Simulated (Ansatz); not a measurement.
Runs of Ansatz 0.2.0 on Cu. Symmetry: I4/mmm, No. 139, tetragonal system. The conventional cell has a = 2.886 Å, b = 2.886 Å, c = 2.752 Å, α = 90.00°, β = 90.00°, γ = 90.00°. Cu (site symmetry 4/mmm) has 10 Cu at 2.46 to 2.75 Å as nearest neighbours. This isn't the form of Cu at room conditions, which is fcc.

| task | level | potentials or basis | spin | U | cutoff (eV) | smearing | hubbard projectors | double counting | driver | points for each segment of the path | gap on the mesh (eV) | pressure (GPa) |
| --- | --- | --- | --- | --- | --- | --- | --- | --- | --- | --- | --- | --- |
| Wannier functions | PBEsol+U | SSSP precision PAW | off | Cu d U = 3.5 eV | 1225 | gaussian 0.05 eV | all-electron-atomic | amf | - | - | none | - |
| Wannier functions | PBEsol+D4+U | Ansatz PAW earlier set | off | Cu d U = 5.3 eV | 700 | tetrahedron | atomic | fll (the default) | chain | - | none | - |
| single point | LDA | JTH PAW LDA | non-collinear, ferromagnetic start | - | 1350 | methfessel-paxton 0.15 eV | - | - | - | - | none | (a) |
| Wannier functions | r2SCAN+D4 | SSSP efficiency PAW | off | - | 1225 | tetrahedron | - | - | - | - | none | - |
| band structure | PBEsol+D3(BJ) | SSSP efficiency PAW | off | - | 1225 | cold 0.01 eV | - | - | - | 14 | none | -8.9 |

Alike in all rows: cell as given; k mesh 13 × 13 × 13.

Q: Estimate the missing entries.

A: (a) -7.5.

Caveats: pairwise dispersion overbinds metals, which lowers pressure and volume (some runs); U without spin polarisation on a metal has little footing (some runs); the U is typed as a test and isn't derived for this compound (some runs); the PAW data sets come from PBE, with cores solved anew for the run's functional, which leaves a small shift of forces and pressure (some runs); the PAW data sets were made with another functional, which shifts forces and pressure a little (some runs).

A k mesh can miss the band edges.

A gap of «none» marks a metal or a gap under the smearing width.

Not every run made on this cell is shown here.
